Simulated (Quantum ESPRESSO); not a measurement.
Crystal: Pb.

```xyz
1
Lattice="0.0000 2.4750 2.4750 2.4750 0.0000 2.4750 2.4750 2.4750 0.0000" Properties=species:S:1:pos:R:3 pbc="T T T"
Pb    0.0000    0.0000    0.0000
```

Base run:

- Program: Quantum ESPRESSO 7.5
- Functional: PBE
- Potentials or basis: PseudoDojo 0.4 SR PBE stringent
- Cutoff: 1225 eV
- Density cutoff: 4898 eV
- k mesh: 9 × 9 × 9
- Occupations: fermi-dirac, width 0.05 eV
- Spin: no spin polarisation

Its results: band gap on the k mesh none (metal or under the smearing width); pressure 2.3 GPa.

The run is repeated on the same cell with these changes: potentials or basis from PseudoDojo 0.4 SR PBE stringent to SG15 PBE 1.2; cutoff from 1225 eV to 762 eV; density cutoff from 4898 eV to 3048 eV; k mesh from 9 × 9 × 9 to 6 × 6 × 6; valence electrons from 22 to 14. What comes out?

Band gap on the k mesh none (metal or under the smearing width); pressure 3.4 GPa.

Caveats: some runs use coarse meshes; spin-orbit coupling is left out, which moves the levels of the heavy elements (some runs).
